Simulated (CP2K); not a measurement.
Runs of CP2K 2026.2 on GaAs. It takes space group I4/mmm (No. 139, tetragonal). Conventional cell: a = 3.762 Å, b = 3.762 Å, c = 6.052 Å, α = 90.00°, β = 90.00°, γ = 90.00°. Ga (site symmetry 4/mmm) has 6 As at 2.66 to 3.03 Å as nearest neighbours. As (site symmetry 4/mmm) has 6 Ga at 2.66 to 3.03 Å as nearest neighbours. The cell was built by a generator and needn't be a form met in nature.

```tsv
potentials or basis	ADDED_MOS	gap on the mesh (eV)	pressure (GPa)
POTENTIAL_UZH Ga GTH-PBE-q13, As GTH-PBE-q5; ccGRB-D basis	[10]	none	-1.3
GTH_POTENTIALS Ga GTH-PBE-q13, As GTH-PBE-q5; TZVP-MOLOPT-SR-GTH basis	[10]	none	-2.7
POTENTIAL_UZH Ga GTH-PBE-q13, As GTH-PBE-q5; DZVP-MOLOPT-PBE-GTH basis	[10]	none	-2.7
GTH_POTENTIALS Ga GTH-PBE-q13, As GTH-PBE-q5; SZV-MOLOPT-SR-GTH basis	[4]	none	(a)
POTENTIAL_UZH Ga GTH-PBE-q13, As GTH-PBE-q5; TZVP-MOLOPT-PBE-GTH basis	[10]	none	-2.8
```

Alike in all rows: task single point; level PBE; no spin polarisation; cell as given; k mesh 10 × 10 × 10; smearing fermi-dirac 0.05 eV.

Question: Fill in the values left out.

Answer: (a) 0.3.

Caveats: the basis of atomic orbitals isn't converged, which shifts pressures, moduli and gaps; a minimal basis gives rough bond lengths, pressures and levels (some runs).

A k mesh can miss the band edges, and the runs leave out spin-orbit coupling on As, Ga.

A gap of «none» marks a metal or a gap under the smearing width.
